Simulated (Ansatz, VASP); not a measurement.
Two plane-wave programs on Cu

Contents of INCAR:

```
PREC = Accurate ; ENCUT = 520
EDIFF = 1E-6 ; ISMEAR = 0
SIGMA = 0.15 ; LREAL = F
LASPH = T ; NELM = 80
ALGO = Normal ; ISIF = 2
LWAVE = F ; LCHARG = T
GGA = PE ; LELF = T
LVHAR = T ; NBANDS = 12
```

KPOINTS

```
regular mesh
0
Gamma
  22 22 22
```

The input POSCAR:

```
Cu
1.0
   -1.3996000000      1.3996000000      1.4280500000
    1.3996000000     -1.3996000000      1.4280500000
    1.3996000000      1.3996000000     -1.4280500000
Cu
1
Direct
    0.0000000000      0.0000000000      0.0000000000
```

Input for Ansatz:

```yaml
crystal:
  lattice:
    - [-1.3996, 1.3996, 1.42805]
    - [1.3996, -1.3996, 1.42805]
    - [1.3996, 1.3996, -1.42805]
  atoms:
    - { symbol: Cu, position: [0.0, 0.0, 0.0] }
basis:
  ecutwfc: 520.0
kpoints:
  mp_grid: { grid: [22, 22, 22] }
hamiltonian:
  xc: pbe
  pseudopotentials: { kind: paw, azcp: { folder: soft_1 } }
scf:
  occupations: { method: gaussian, width: 0.15 }
output:
  forces: true
  stress: true
  eigenvalues: true
```

Alike in both runs: task single point; functional PBE; k mesh 22 × 22 × 22; occupations gaussian, width 0.15 eV; no spin polarisation.

|  | VASP | Ansatz |
| --- | --- | --- |
| version | VASP 6.6.1 | Ansatz 0.2.0 |
| potentials or method | VASP PAW PBE potentials, release 64 (Cu) | scalar-relativistic, plane waves, PAW |
| plane-wave cutoff (eV) | 520 | 520 |
| valence electrons in the cell | 11 | 19 |

Ansatz gave:

- gap on the k mesh at the Fermi level (eV): none
- pressure (GPa): 11.5
- largest component of the traceless stress (GPa): 0.22

**Question.** Which values does VASP return?

**Answer.** gap on the k mesh at the Fermi level (eV): none; pressure (GPa): 12.2; largest component of the traceless stress (GPa): 0.24.

A gap of «none» marks a metal or a gap that the smearing closes. With one functional, cell and mesh, what is left measures potentials, basis and numerics. The two sets of potentials don't hold the same shells in valence.
